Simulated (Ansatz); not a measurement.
# P: the cost of one run

Computed with Ansatz 0.2.0 (DFT PBE, scalar-relativistic, plane waves, PAW, unless a step's input says otherwise).

### Step 1. Starting point

It takes space group P6/mmm (No. 191, hexagonal). Conventional cell: a = 5.653 Å, b = 5.653 Å, c = 3.466 Å, α = 90.00°, β = 90.00°, γ = 120.00°. Around P (site symmetry 6/mmm) lie 14 P at 3.47 to 3.70 Å. Around P (site symmetry -6m2) lie 11 P at 3.26 to 3.70 Å.

Structure file:

```cif
data_structure
_symmetry_space_group_name_H-M 'P6/mmm'
_symmetry_Int_Tables_number 191
_cell_length_a 5.6530
_cell_length_b 5.6530
_cell_length_c 3.4655
_cell_angle_alpha 90.000
_cell_angle_beta 90.000
_cell_angle_gamma 120.000
_cell_volume 95.91
loop_
_atom_site_label
_atom_site_type_symbol
_atom_site_symmetry_multiplicity
_atom_site_Wyckoff_symbol
_atom_site_fract_x
_atom_site_fract_y
_atom_site_fract_z
_atom_site_occupancy
P1 P 1 a 0.00000 0.00000 0.00000 1
P2 P 2 d 0.33333 0.66667 0.50000 1
```

This is candidate A: omega type (P6/mmm, No. 191).

(A quick probe on a coarse mesh, which set the mesh and smearing, is not shown.)

### Step 3. Coarse relaxation (candidate A)

File input.yaml:

```yaml
crystal:
  lattice:
    - [5.6529868895, 0.0, 0.0]
    - [-2.8264934447, 4.8956302536, 0.0]
    - [0.0, 0.0, 3.4655267453]
  atoms:
    - { symbol: P, position: [0.0, 0.0, 0.0] }
    - { symbol: P, position: [0.3333333333, 0.6666666667, 0.5] }
    - { symbol: P, position: [0.6666666667, 0.3333333333, 0.5] }
basis:
  ecutwfc: 420
kpoints:
  mp_grid: { grid: [6, 6, 6] }
hamiltonian:
  xc: pbe
scf:
  occupations: { method: gaussian, width: 0.1 }
  lower_state_search: "off"
output:
  forces: true
  stress: true
  eigenvalues: true
relax:
  adjacent_minimum: "off"
  f_tol: 0.04
  max_steps: 70
  cell: { stress_tol: 0.4 }
```

**Question.** How long does this run take on 1 thread of an Arm CPU, shared host, and how much memory does it need?

About 28 s, with a peak of 0.33 GiB.
